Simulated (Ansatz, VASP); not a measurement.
**One calculation of LiF, two programs**

Contents of POSCAR:

```
LiF
1.0
    0.0000000000      2.1446105498      2.1446105498
    2.1446105498      0.0000000000      2.1446105498
    2.1446105498      2.1446105498      0.0000000000
Li F
1 1
Direct
    0.0000000000      0.0000000000      0.0000000000
    0.2500000000      0.2500000000      0.2500000000
```

INCAR.step1

```
SYSTEM = LiF
  PREC = Accurate
  ENCUT = 520
  ISMEAR = 0
  SIGMA = 0.01
  LREAL = .False.
  LASPH = .True.
  NELM = 80
  NBANDS = 12
  GGA = PE
  ALGO = Normal
  EDIFF = 1E-4
  LWAVE = .True.
  LCHARG = .False.
```

Contents of INCAR.step2:

```
SYSTEM = LiF
  PREC = Accurate
  ENCUT = 520
  EDIFF = 1E-6
  ISMEAR = 0
  SIGMA = 0.01
  LREAL = .False.
  LASPH = .True.
  NELM = 80
  ALGO = Normal
  ISIF = 2
  LWAVE = .False.
  LCHARG = .True.
  METAGGA = R2SCAN
  LMIXTAU = .True.
  LELF = .True.
  LVHAR = .True.
  NBANDS = 12
  ISTART = 1
```

File KPOINTS:

```
regular mesh
0
Gamma
  8 8 8
  0 0 0
```

Input for Ansatz:

```yaml
crystal:
  lattice:
    - [0.0, 2.1446105498, 2.1446105498]
    - [2.1446105498, 0.0, 2.1446105498]
    - [2.1446105498, 2.1446105498, 0.0]
  atoms:
    - { symbol: Li, position: [0.0, 0.0, 0.0] }
    - { symbol: F, position: [0.25, 0.25, 0.25] }
kpoints:
  mp_grid: { grid: [8, 8, 8] }
hamiltonian:
  xc: r2scan
scf:
  occupations: { method: fixed }
  n_extra_bands: 4
output:
  forces: true
  stress: true
  eigenvalues: true
```

The cell was built by a generator and needn't be a form met in nature.

Alike in both runs: task single point; functional r2SCAN; k mesh 8 × 8 × 8; no spin polarisation.

```csv
,VASP,Ansatz
version,VASP 6.6.1,Ansatz 0.2.0
potentials or method,"VASP PAW PBE potentials, release 64 (Li_sv, F)","plane waves, PAW"
plane-wave cutoff (eV),520,500
occupations,"gaussian, width 0.01 eV",fixed
valence electrons in the cell,10,10
```

VASP gave:

| Property | Result |
| --- | --- |
| gap on the k mesh at the Fermi level (eV) | 8.76 |

Q: What did Ansatz give for the same quantities?

A: gap on the k mesh at the Fermi level (eV): 8.66.

 A k mesh can miss the band edges. r2SCAN opens gaps a little over a GGA but as a rule still falls short of measured ones.
